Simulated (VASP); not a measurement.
Here is a VASP 6.6.1 calculation.

The input INCAR:

```
PREC     = Accurate       # precision mode
ENCUT    = 520            # plane-wave cutoff, eV
EDIFF    = 1E-7           # SCF threshold, eV
ISMEAR   = -1             # smearing method
SIGMA    = 0.05           # smearing width, eV
LREAL    = False          # projectors in reciprocal space
LASPH    = True           # aspherical terms in the spheres
NELM     = 150            # most SCF steps
ALGO     = Normal         # electronic algorithm
ISIF     = 2              # what is computed and relaxed
LWAVE    = False          # write WAVECAR
LCHARG   = False          # write CHGCAR
ISPIN    = 2              # spin polarisation
MAGMOM   = 1              # initial moments
LORBIT   = 11             # projections on sites
LMAXMIX  = 4              # l up to which the mixer works
GGA      = CA             # functional
```

File KPOINTS:

```
Automatic mesh
0
Gamma
  13 13 13
```

The input POSCAR:

```
Ni
1.0
    0.0000000000      1.7375729330      1.7375729330
    1.7375729330      0.0000000000      1.7375729330
    1.7375729330      1.7375729330      0.0000000000
Ni
1
Direct
    0.0000000000      0.0000000000      0.0000000000
```

KPOINTS_OPT

```
path GXWKGLUWLK,UX
20
line-mode
reciprocal
 0.0000000000  0.0000000000  0.0000000000  G
 0.5000000000  0.0000000000  0.5000000000  X

 0.5000000000  0.0000000000  0.5000000000  X
 0.5000000000  0.2500000000  0.7500000000  W

 0.5000000000  0.2500000000  0.7500000000  W
 0.3750000000  0.3750000000  0.7500000000  K

 0.3750000000  0.3750000000  0.7500000000  K
 0.0000000000  0.0000000000  0.0000000000  G

 0.0000000000  0.0000000000  0.0000000000  G
 0.5000000000  0.5000000000  0.5000000000  L

 0.5000000000  0.5000000000  0.5000000000  L
 0.6250000000  0.2500000000  0.6250000000  U

 0.6250000000  0.2500000000  0.6250000000  U
 0.5000000000  0.2500000000  0.7500000000  W

 0.5000000000  0.2500000000  0.7500000000  W
 0.5000000000  0.5000000000  0.5000000000  L

 0.5000000000  0.5000000000  0.5000000000  L
 0.3750000000  0.3750000000  0.7500000000  K

 0.6250000000  0.2500000000  0.6250000000  U
 0.5000000000  0.0000000000  0.5000000000  X
```

Potentials or basis: VASP PAW LDA potentials, release 64 (Ni).

The run is started by

```console
$ cat potpaw_LDA.64/Ni/POTCAR > POTCAR
$ mpirun -np 1 vasp_std > vasp.out
```

Problem. What does it give for the net moment?

Solution. 0.62 μB per cell.

Problem. What does it give for the pressure?

Solution. -10.1 GPa.

Problem. Predict the site moments.

Solution. Ni +0.62 μB.
